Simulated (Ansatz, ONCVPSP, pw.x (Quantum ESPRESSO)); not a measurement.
## Equation-of-state test of one ONCV potential (hydrogen (H))

hydrogen (H), optimised norm-conserving Vanderbilt (ONCV), made with ONCVPSP 4.0.1.1 (patched build) (PBE, scalar-relativistic). Core none, reference 1s1. Waves: 1s: rc 1.55 bohr, ncon 4, nbas 7, qcut 8.7 1/bohr, 2 projectors, debl 1.6 Ha; p scattering state at 0.16 Ha: rc 1.65 bohr, ncon 4, nbas 9, qcut 4.8 1/bohr, 1 projector. Local part: polynomial inside 1.30 bohr (lpopt 5, dvloc0 -1 Ha). Core correction: none.

Atomic tests: cutoffs needed: 14 Ha and 20 Ha (the cutoffs (Ha) at which the residual kinetic energy of the hardest occupied pseudo-wave falls to 1 and 0.1 mHa per electron); ghost test: no bound ghost flagged; no localised positive-energy state flagged.

Crystal test: fcc H in pw.x 7.5, no spin, 18³ k-points, Fermi–Dirac smearing 0.01 Ry, cutoffs 50/200 Ry. The reference is all-electron LAPW (Ansatz 0.2.0) with the same functional, mesh and smearing; V0 and B0 come from Birch–Murnaghan fits to the pressures at five volumes. Errors are pseudo minus all-electron; Δ is the rms difference of the E(V) curves that follow from these fits, minima aligned, over ±6 % about the mean V0. Mesh and smearing are coarse, so the numbers serve the comparison and aren't converged zero-temperature values; the lattice is a test structure that the element need not adopt.

All-electron: a0 = 2.282 Å (V0 = 2.97 Å³/atom), B0 = 107.9 GPa.

How far does the potential miss the all-electron equation of state?

mean pressure error (GPa): -2.37; a0 (Å): 2.264; a0 error (%): -0.76; B0 error (%): -0.5; Δ (meV/atom): 1.6. The largest radius (1.65 bohr) exceeds half the bond length (1.53 bohr), so the spheres overlap, which is one possible source of error among others. This is a poor potential for the solid.

| V (Å³/atom) | P all-electron (GPa) | P pseudo (GPa) |
| --- | --- | --- |
| 2.826 | 5.78 | 2.98 |
| 2.901 | 2.63 | 0.07 |
| 2.975 | -0.20 | -2.55 |
| 3.049 | -2.74 | -4.90 |
| 3.124 | -5.03 | -7.02 |

At the middle volume, how do free energy and pressure move when the wave cutoff is lowered (ecutrho kept at four times it)?

| cutoff (Ry) | shift of F (meV/atom) | shift of P (GPa) |
| --- | --- | --- |
| 22 | +72.3 | -8.29 |
| 30 | +18.6 | -2.94 |
| 40 | +2.5 | -0.63 |

The run at the middle volume (195 k-points, 3 iterations) took about 1.6 s on one core of a shared host (Neoverse-N1, 64 threads, 124 GiB, load 51).
